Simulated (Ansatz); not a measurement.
# Co: properties at the relaxed cell

One table from this session's results is given with a row withheld; the runs are named, their logs left out.

Method: DFT PBE, scalar-relativistic, plane waves, PAW, in Ansatz 0.2.0.

1 further run of the same task is left out (set aside as unsound or not needed).

### The starting structure

Symmetry: P6_3/mmc, No. 194, hexagonal system. Conventional cell: a = 2.492 Å, b = 2.492 Å, c = 4.034 Å, α = 90.00°, β = 90.00°, γ = 120.00°. Around Co (site symmetry -6m2) lie 12 Co at 2.48 to 2.49 Å.

As a file:

```cif
data_structure
_symmetry_space_group_name_H-M 'P 1'
_symmetry_Int_Tables_number 1
_cell_length_a 2.4923
_cell_length_b 2.4923
_cell_length_c 4.0337
_cell_angle_alpha 90.000
_cell_angle_beta 90.000
_cell_angle_gamma 120.000
_cell_volume 21.70
loop_
_atom_site_label
_atom_site_type_symbol
_atom_site_fract_x
_atom_site_fract_y
_atom_site_fract_z
_atom_site_occupancy
Co1 Co 0.33333 0.66667 0.25000 1
Co2 Co 0.66667 0.33333 0.75000 1
```

This cell was relaxed beforehand with the same method: volume 10.85 Å³/atom, gap on the mesh none (metal), site moments up to 1.7 μB.

Set-up of the first run:

Contents of input.yaml:

```yaml
crystal:
  lattice:
    - [2.4922744634, 0.0, 0.0]
    - [-1.2461372317, 2.1583729985, 0.0]
    - [0.0, 0.0, 4.0336831186]
  atoms:
    - { symbol: Co, position: [0.3333333333, 0.6666666667, 0.25], spin: 1.84 }
    - { symbol: Co, position: [0.6666666667, 0.3333333333, 0.75], spin: 1.84 }
basis:
  ecutwfc: 420
kpoints:
  mp_grid: { grid: [18, 18, 10] }
  band_path:
    path:
      - [[0.0, 0.0, 0.0], [0.5, 0.0, 0.0], [0.33333333, 0.33333333, 0.0], [0.0, 0.0, 0.0], [0.0, 0.0, 0.5], [0.5, 0.0, 0.5], [0.33333333, 0.33333333, 0.5], [0.0, 0.0, 0.5]]
      - [[0.5, 0.0, 0.5], [0.5, 0.0, 0.0]]
      - [[0.33333333, 0.33333333, 0.5], [0.33333333, 0.33333333, 0.0]]
    npoints: 14
hamiltonian:
  xc: pbe
scf:
  occupations: { method: gaussian, width: 0.1 }
  n_extra_bands: 6
output:
  forces: true
  stress: true
  eigenvalues: true
  populations: true
  dos: { projected: true, de: 0.02, nscf_kmesh: { grid: [27, 27, 15] } }
  bader: true
  write_density: true
  write_potential: true
  elf: true
  volumetric_format: npy
magnetization:
  spin_polarized: true
checkpoint:
  read: start.run
  write: ck
  compress: false
  write_wavefunctions: false
  write_every: 100000
```

On the command line:

```
ansatz run input.yaml --threads 1 --pin off --max-ram 2560MiB --backend cpu --events-out ev --progress --plain --runs-dir out
```

Among the steps run: Bands, states and charges; Volume × 0.97; Volume × 1.03; Point at V/V0 = 0.94; Point at V/V0 = 1.06.

One table of the session follows, with a row left open; its other results are not shown here.

It belongs to the step «Fit of the equation of state». 

| volume (Å³/atom) | energy above the lowest point (meV/atom) | pressure (GPa) | largest moment (μB) |
| --- | --- | --- | --- |
| 10.198 | 29.9 | 15.61 | 1.64 |
| 10.524 | ? | ? | ? |
| 10.849 | 0.0 | -0.02 | 1.68 |
| 11.175 | 6.5 | -6.05 | 1.70 |
| 11.500 | 24.2 | -10.98 | 1.72 |

Q: Estimate the row for volume (Å³/atom) = 10.524 from the others.

Worked estimate for «energy above the lowest point (meV/atom)». A straight line through the neighbours (10.198, 29.9) and (10.849, 0.0) gives 29.9 + (0.0 − 29.9) × (10.524 − 10.198) / (10.849 − 10.198) = 14.9; a parabola fitted to 3 rows on both sides gives 7.8.

The run gave: energy above the lowest point (meV/atom): 7.0; pressure (GPa): 7.16; largest moment (μB): 1.66. In «energy above the lowest point (meV/atom)» the line misses by +7.9 and the parabola by +0.8.

Caveats from the session: Warnings in the runs' records: stability check not made.
